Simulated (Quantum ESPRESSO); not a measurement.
Input of a Quantum ESPRESSO 7.5 run:

File pw.in:

```
&CONTROL
  calculation = 'scf'
  prefix = 'pwscf'
  outdir = './tmp'
  pseudo_dir = './pseudo'
  tprnfor = .true.
  tstress = .true.
  disk_io = 'nowf'
/
&SYSTEM
  ibrav = 0
  nat = 4
  ntyp = 2
  ecutwfc = 75
  nbnd = 24
  occupations = 'smearing'
  smearing = 'fd'
  degauss = 0.00367493
/
&ELECTRONS
  conv_thr = 8d-10
  electron_maxstep = 120
  mixing_beta = 0.5
/
ATOMIC_SPECIES
Al    26.9815 Al_ONCV_PBE-1.2.upf
N     14.0070 N_ONCV_PBE-1.2.upf
CELL_PARAMETERS angstrom
   3.1130000000    0.0000000000    0.0000000000
  -1.5565000000    2.6959370820    0.0000000000
   0.0000000000    0.0000000000    4.9810000000
ATOMIC_POSITIONS crystal
Al     0.6666666667    0.3333333333    0.5000000000
Al     0.3333333333    0.6666666667    0.0000000000
N      0.6666666667    0.3333333333    0.8800000000
N      0.3333333333    0.6666666667    0.3800000000
K_POINTS automatic
6 6 4 0 0 0
```

Potentials or basis: SG15 PBE 1.2.

Launch:

```bash
$ OMP_NUM_THREADS=1 mpirun -n 2 pw.x -nk 2 -in pw.in > pw.out
```

Question: Predict the band gap on the k mesh.

Answer: 4.23 eV, direct.

Question: Predict the largest force.

Answer: 0.124 eV/Å.

Forces on the atoms (eV/Å):
```
Al   0.000  0.000 -0.124
Al   0.000  0.000 -0.124
N    0.000  0.000  0.124
N    0.000  0.000  0.124
```

**What was measured.**

“Structural and optical properties of self-assembled AlN nanowires grown on SiO2/Si substrates by molecular beam epitaxy”, 2024, arxiv:2402.00216 quotes, for a bulk crystal of AlN at 0 K: band gap 6.0343 eV (an exciton energy, a little under the gap).

A measured gap of AlN is 6.0343 eV (an exciton energy, a little under the gap; 0 K; quoted in “Structural and optical properties of self-assembled AlN nanowires grown on SiO2/Si substrates by molecular beam epitaxy”, 2024, arxiv:2402.00216); the calculated 4.23 eV misses it by -1.80 eV. 2 values of this kind are on record (6.034 to 6.0343 eV); this one was drawn at random. The value is that of PBE, without temperature or zero-point motion. Semilocal functionals fall short of measured gaps as a rule.
